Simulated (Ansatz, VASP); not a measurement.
**Two plane-wave programs on Zr**

INCAR

```
SYSTEM = Zr
  PREC = Accurate
  ENCUT = 520
  EDIFF = 1E-7
  ISMEAR = 0
  SIGMA = 0.1
  LREAL = .False.
  LASPH = .True.
  NELM = 80
  ALGO = Normal
  ISIF = 2
  LWAVE = .False.
  LCHARG = .False.
  LDIPOL = .True.
  IDIPOL = 3
  DIPOL = 0.5 0.5 0.500
  GGA = PE
  NBANDS = 19
```

The input KPOINTS:

```
regular mesh
0
Gamma
  6 6 1
  0 0 0
```

The input POSCAR:

```
Zr
1.0
    3.1890520000      0.0000000000      0.0000000000
    0.0000000000      3.1890520000      0.0000000000
    0.0000000000      0.0000000000     17.0000000000
Zr
2
Direct
    0.5000000000      0.0000000000      0.4336764700
    0.0000000000      0.5000000000      0.5663235300
```

Input for Ansatz:

```yaml
crystal:
  lattice:
    - [3.189052, 0.0, 0.0]
    - [0.0, 3.189052, 0.0]
    - [0.0, 0.0, 17.0]
  atoms:
    - { symbol: Zr, position: [0.5, 0.0, 0.43367647] }
    - { symbol: Zr, position: [0.0, 0.5, 0.56632353] }
  periodic: [true, true, false]
basis:
  ecutwfc: 420
kpoints:
  mp_grid: { grid: [6, 6, 1] }
hamiltonian:
  xc: pbe
scf:
  occupations: { method: gaussian, width: 0.1 }
  lower_state_search: "off"
output:
  forces: true
  stress: true
  eigenvalues: true
```

Alike in both runs: task single point; functional PBE; k mesh 6 × 6 × 1; occupations gaussian, width 0.1 eV; no spin polarisation.

|  | VASP | Ansatz |
| --- | --- | --- |
| version | VASP 6.6.1 | Ansatz 0.2.0 |
| potentials or method | VASP PAW PBE potentials, release 64 (Zr_sv) | scalar-relativistic, plane waves, PAW |
| plane-wave cutoff (eV) | 520 | 420 |
| valence electrons in the cell | 24 | 24 |

```tsv
	VASP	Ansatz	Ansatz less VASP
gap on the k mesh at the Fermi level (eV)	none	none	-
rms of the force components (eV/Å)	0.712	0.713	+0.0010
```

Atom by atom the forces differ by 0.001 eV/Å (rms over components). A gap of «none» marks a metal or a gap that the smearing closes. Ansatz warned: «slab_cell_height_set».
